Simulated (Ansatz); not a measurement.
Polymorphs of Al₄Ni

Level of theory: Ansatz, DFT PBE, scalar-relativistic, plane waves, PAW. All cells share a 420 eV cutoff and Γ-centred k meshes spaced at most about 0.3 Å⁻¹ (about 0.25 or finer for metals, 2π included). No spin polarisation.

Energies over the elements count from the elements' standard structures at the same level, with no fitted energy shifts.

Temperature and zero-point effects are left out. Larger cells and other orderings weren't all tried, so the list isn't exhaustive.

Invented guesses were relaxed alike, and ends that match in structure were merged. ΔE counts from the first row. Coordination counts all near atoms (those within 1.25 times the shortest distance at each site; a plus sign parts nearer from farther groups; a slash parts the counts of unlike sites). The ends were matched against large subsets of the Crystallography Open Database and the Materials Project, so a missing match doesn't prove that a structure is unreported.

```tsv
#	reached from	type and space group	atoms	Å³/atom	coordination	ΔE (meV/atom)	gap on mesh (eV)	in databases
1	Al and Ni ordered on bcc sites, changed on relaxing	I4/mmm (No. 139)	5	15.9	Al 10, Ni 10	0	0.00	no match
2	Al and Ni ordered on fcc sites	I4/m (No. 87)	5	14.7	Al 12, Ni 12	27	0.00	no match
3	Al and Ni ordered on hcp sites	P-6m2 (No. 187)	10	15.0	Al 12/3+9/6+6, Ni 6+6	43	0.00	no match
```

The lowest: Space group I4/mmm (No. 139), tetragonal, a = 7.823 Å, c = 2.604 Å. Al has 2 Ni at 2.50 Å, 2 Al at 2.60 Å, 4 Al at 2.83 Å and 2 Al at 3.02 Å; Ni is surrounded by 8 Al at 2.50 Å and 2 Ni at 2.60 Å. Its energy over the elements is −0.20 eV/atom. Whether it is stable depends on the other phases of the system, which aren't compared here. An observed structure of this formula, if there is one, may be missing.

```xyz
5
Lattice="-3.9116 3.9116 1.3020 3.9116 -3.9116 1.3020 3.9116 3.9116 -1.3020" Properties=species:S:1:pos:R:3 pbc="T T T"
Al    5.6854    0.0000    0.0000
Al    2.1378    0.0000    0.0000
Al    0.0000    2.1378    0.0000
Al    0.0000    5.6854    0.0000
Ni    0.0000    0.0000    1.3020
```

The second: Space group I4/m (No. 87), tetragonal, a = 6.160 Å, c = 3.868 Å. Around Al lie 9 Al at 2.68–2.84 Å and 3 Ni at 2.73–2.74 Å; Ni is surrounded by 12 Al at 2.73–2.74 Å. Counting all near atoms, the first has Al 10, Ni 10 and the second has Al 12, Ni 12. Shaken at random and relaxed again, row 1 came back. Cells without such a test can be saddle points.

```
Al Ni
1.0
    -3.08003    3.08003    1.93392
     3.08003   -3.08003    1.93392
     3.08003    3.08003   -1.93392
Al Ni
4 1
Direct
  0.20438 0.60598 0.81036
  0.60598 0.79562 0.40160
  0.39402 0.20438 0.59840
  0.79562 0.39402 0.18964
  0.00000 0.00000 0.00000
```

Some candidate types were left out of the draw beforehand, so a known form may be missing.
